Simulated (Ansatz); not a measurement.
Input, command and steps of an Ansatz relaxation.

```yaml
crystal:
  lattice:
    - [3.695676478, 0.0, 0.0]
    - [0.0, 3.695676478, 0.0]
    - [0.0, 0.0, 5.5075821585]
  atoms:
    - { symbol: Hf, position: [0.5, 0.5, 0.5] }
    - { symbol: Hf, position: [0.0, 0.0, 0.0] }
    - { symbol: O, position: [0.0, 0.5, 0.6801137701] }
    - { symbol: O, position: [0.5, 0.0, 0.8198862299] }
    - { symbol: O, position: [0.5, 0.0, 0.3198862299] }
    - { symbol: O, position: [0.0, 0.5, 0.1801137701] }
basis:
  ecutwfc: 420
kpoints:
  mp_grid: { grid: [6, 6, 4] }
hamiltonian:
  xc: pbe
scf:
  occupations: { method: gaussian, width: 0.02 }
output:
  forces: true
  stress: true
  eigenvalues: true
relax:
  adjacent_minimum: "off"
  f_tol: 0.01
  max_steps: 30
  cell: { stress_tol: 0.1, fix: [volume] }
```

```bash
ansatz run input.yaml --threads 1 --pin off --max-ram 2560MiB --backend cpu --events-out ev --progress --plain --runs-dir out
```

The calculation used Ansatz, DFT PBE, scalar-relativistic, plane waves, PAW.

The volume is held at 1.1 times that of the relaxed cell.

Of 5 frames 4 are shown, positions in Å and forces in eV/Å; the SCF threshold varies from step to step. Steps run on the plane waves of an earlier cell, with a Pulay correction in the pressure. The basis is chosen afresh for the last frame, the zero of the energies, and at times for earlier ones too; energy and pressure step there, also at an unchanged geometry.

```xyz
6
Lattice="3.6957 0.0000 0.0000 0.0000 3.6957 0.0000 0.0000 0.0000 5.5076" Properties=species:S:1:pos:R:3:forces:R:3 pbc="T T T" step=1 free_energy_over_end_meV_per_atom=4.80 pressure_GPa=-14.77
Hf    1.8478    1.8478    2.7538    0.0000    0.0000    0.0000
Hf    0.0000    0.0000    0.0000    0.0000    0.0000    0.0000
O     0.0000    1.8478    3.7458    0.0000    0.0000   -0.2320
O     1.8478    0.0000    4.5156    0.0000    0.0000    0.2320
O     1.8478    0.0000    1.7618    0.0000    0.0000    0.2320
O     0.0000    1.8478    0.9920    0.0000    0.0000   -0.2320
6
Lattice="3.6816 0.0000 0.0000 0.0000 3.6816 0.0000 0.0000 0.0000 5.5496" Properties=species:S:1:pos:R:3:forces:R:3 pbc="T T T" step=2 free_energy_over_end_meV_per_atom=1.64 pressure_GPa=-13.36
Hf    1.8408    1.8408    2.7748    0.0000    0.0000    0.0000
Hf    0.0000    0.0000    0.0000    0.0000    0.0000    0.0000
O     0.0000    1.8408    3.7541    0.0000    0.0000   -0.1610
O     1.8408    0.0000    4.5704    0.0000    0.0000    0.1610
O     1.8408    0.0000    1.7955    0.0000    0.0000    0.1610
O     0.0000    1.8408    0.9793    0.0000    0.0000   -0.1610
6
Lattice="3.6808 0.0000 0.0000 0.0000 3.6808 0.0000 0.0000 0.0000 5.5521" Properties=species:S:1:pos:R:3:forces:R:3 pbc="T T T" step=3 free_energy_over_end_meV_per_atom=1.09 pressure_GPa=-10.66
Hf    1.8404    1.8404    2.7761    0.0000    0.0000    0.0000
Hf    0.0000    0.0000    0.0000    0.0000    0.0000    0.0000
O     0.0000    1.8404    3.7104    0.0000    0.0000    0.1336
O     1.8404    0.0000    4.6179    0.0000    0.0000   -0.1336
O     1.8404    0.0000    1.8418    0.0000    0.0000   -0.1336
O     0.0000    1.8404    0.9343    0.0000    0.0000    0.1336
6
Lattice="3.6743 0.0000 0.0000 0.0000 3.6743 0.0000 0.0000 0.0000 5.5718" Properties=species:S:1:pos:R:3:forces:R:3 pbc="T T T" step=5 free_energy_over_end_meV_per_atom=0.00 pressure_GPa=-11.54
Hf    1.8372    1.8372    2.7859    0.0000    0.0000    0.0000
Hf    0.0000    0.0000    0.0000    0.0000    0.0000    0.0000
O     0.0000    1.8372    3.7412    0.0000    0.0000   -0.0047
O     1.8372    0.0000    4.6166    0.0000    0.0000    0.0047
O     1.8372    0.0000    1.8307    0.0000    0.0000    0.0047
O     0.0000    1.8372    0.9552    0.0000    0.0000   -0.0047
```

Time: 37 s on 1 thread of Intel(R) Xeon(R) Platinum 8375C CPU @ 2.90GHz (Ice Lake), on a shared host, peak memory 0.46 GiB.

Spin–orbit coupling is left out, which can shift energies with elements as heavy as these.